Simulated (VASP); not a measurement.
Here is a VASP 6.6.1 calculation.

INCAR

```
SYSTEM = C
ALGO     = Normal         ! electronic algorithm
EDIFF    = 1E-7           ! SCF threshold, eV
EDIFFG   = -0.005         ! ionic threshold
ENCUT    = 600            ! plane-wave cutoff, eV
GGA      = PS             ! functional
IBRION   = 2              ! ionic algorithm
ISIF     = 3              ! what is computed and relaxed
ISMEAR   = 0              ! smearing method
LASPH    = .True.         ! aspherical terms in the spheres
LCHARG   = .False.        ! write CHGCAR
LREAL    = .False.        ! projectors in reciprocal space
LWAVE    = .False.        ! write WAVECAR
NELM     = 60             ! most SCF steps
NSW      = 90             ! ionic steps
PREC     = Accurate       ! precision mode
SIGMA    = 0.02           ! smearing width, eV
```

KPOINTS

```
k-points
0
Gamma
  12 12 12
  0 0 0
```

Contents of POSCAR:

```
C
1.0
    0.0000000000      1.7834000000      1.7834000000
    1.7834000000      0.0000000000      1.7834000000
    1.7834000000      1.7834000000      0.0000000000
C
2
Direct
    0.5000000000      0.5000000000      0.5000000000
    0.7500000000      0.7500000000      0.7500000000
```

Potentials or basis: VASP PAW PBE potentials, release 64 (C).

The run is started by

```console
$ cat potpaw_PBE.64/C/POTCAR > POTCAR
$ mpirun -np 1 vasp_std > vasp.out
```

Q: What does it give for the relaxed volume?

A: 5.62 Å³/atom.

Q: Predict the space group after relaxing (to 0.05 Å).

A: Fd-3m (No. 227).

Q: Predict the relaxed cell.

A: a = 2.514 Å, b = 2.514 Å, c = 2.514 Å, α = 60.00°, β = 60.00°, γ = 60.00°.

Q: Estimate the band gap on the k mesh.

A: 4.06 eV, indirect (least direct gap 5.57 eV).

Final structure:
```
C
1.0
     0.00000    1.77745    1.77745
     1.77745    0.00000    1.77745
     1.77745    1.77745    0.00000
C
2
Direct
  0.50000 0.50000 0.50000
  0.75000 0.75000 0.75000
```

Caveat: the PAW data sets were made with another functional, which shifts forces and pressure a little. A k mesh can miss the band edges.
